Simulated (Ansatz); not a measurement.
FeCo: the change of pressure with volume scale

Periodic Kohn-Sham DFT of a crystal at fixed atoms, scaled to volume_scale times the given cell; pressure positive in compression, energy less spherical unpolarised free atoms, largest_vzz the field gradient of largest size among the nuclei. The results are calculated, by Ansatz 0.2.0.

The cell before it is scaled or strained (space group Pm-3m, No. 221):
```
cell vectors (Å)
   2.8570     0.0000     0.0000
   0.0000     2.8570     0.0000
   0.0000     0.0000     2.8570
atoms (fractions of the cell vectors)
Fe  0.50000  0.50000  0.50000
Co  0.00000  0.00000  0.00000
```

Settings of every row: method frozen-core PAW; functional PBE; relativity scalar; k mesh 13x13x13; filling fermi-dirac; smearing width 0.05 eV; wave cutoff 420 eV; paw set soft_2.

Atom:
```
element  start moment (bohr magneton)
     Fe                             3
     Co                             2
```

```
row  volume scale  V (Å³/atom)  pressure (GPa)  cell moment (bohr magneton)
  1          0.95       11.077           8.097                        4.467
  2         0.975       11.369           2.537                        4.511
  3             1        11.66          -2.333                        4.548
  4         1.025       11.952          -6.566                        4.581
  5          1.05       12.243               ?                            ?
```

Question: what pressure should row 5 give?

Worked fit of pressure. Take u = (V_r/V)^(2/3) − 1 with V_r = 11.514 Å³ an atom, which is twice the finite (Eulerian) strain; such expansions in the strain, on which the Birch-Murnaghan equation of state is built, carry the rest volume and the bulk modulus. The shown rows have u = 0.02613, 0.00848, -0.00837, -0.02458. Least squares give pressure = 0.0298 + 288.021 × u + 796.16 × u² GPa; a straight line predicts inner rows, each left out in turn, worse (root mean square 0.33 against 0.017 GPa). The rows lie off it by -0.002, 0.008, -0.008, 0.003 (root mean square 0.0059 GPa). The pressure vanishes at u = -0.0001, or V = 11.52 Å³ an atom, and there the bulk modulus at fixed shape and fractions is B = −V dP/dV = (2/3)(1 + u) dP/du = 192 GPa. The withheld row has u = -0.0401, so the fit gives 0.0298 + 288.021 × (-0.0401) + 796.16 × (-0.0401)² = -10.240 GPa.

The calculation gave -10.254 GPa. The fit lies 0.014 GPa (0.076 % of the column's range) above it; its largest miss of a shown row is 0.008 GPa. This row lies beyond the range of the fit.

The other values of row 5: cell moment 4.609 bohr magneton.
